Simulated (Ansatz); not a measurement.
Wanted: the native input for an Ansatz 0.2.0 run.

* Task: optical spectrum
* Functional: PBE
* Dispersion: D3(BJ)
* Potentials or basis: all-electron LAPW, scalar-relativistic
* Cutoff: 268 eV (chosen from the basis error)
* Basis error allowed: 0.001 eV/atom
* k mesh: 12 × 12 × 12
* Occupations: tetrahedron
* Spin: no spin polarisation
* Optics k mesh: 18 × 18 × 18
* Broadening: 0.1 eV

The system is Ru.

```xyz
1
Lattice="2.7082 0.0000 0.0000 1.3541 2.3454 0.0000 1.3541 0.7818 2.2113" Properties=species:S:1:pos:R:3 pbc="T T T"
Ru    0.0000    0.0000    0.0000
```

This isn't the form of Ru at room conditions, which is hcp.

These files were run (other wordings do the same):

input.yaml

```yaml
crystal:
  lattice: { a: 2.7082189719, b: 2.7082189719, c: 2.7082189719, alpha: 60.0, beta: 60.0, gamma: 60.0 }
  atoms:
    - { symbol: Ru, position: [0.0, 0.0, 0.0] }
kpoints:
  mp_grid: { grid: [12, 12, 12] }
scf:
  occupations: { method: tetrahedron }
hamiltonian:
  xc: pbe
  dispersion: d3bj
  pseudopotentials: { kind: all_electron, lapw: { basis_error: 0.001 } }
output:
  eigenvalues: true
  optics:
    e_range: [0, 14]
    de: 0.1
    sigma: 0.1
    nscf_kmesh: { grid: [18, 18, 18] }
```

Potentials or basis: all-electron LAPW, scalar-relativistic.

Launch:

```bash
$ ansatz run input.yaml --threads 1 --pin off --max-ram 2560MiB --backend cpu --events-out ev --progress --plain --runs-dir out
```

Results of the run:

| Property | Result |
| --- | --- |
| Band gap on the k mesh | none (metal or under the smearing width) |

Caveat: local fields are left out; spectra need much finer meshes, so this one isn't converged; independent-particle spectra lack excitons; the intraband (Drude) part of a metal's response may be missing.

Run time: 100 s on 1 thread of Arm Neoverse V1 (shared host), peak memory 0.4 GiB.
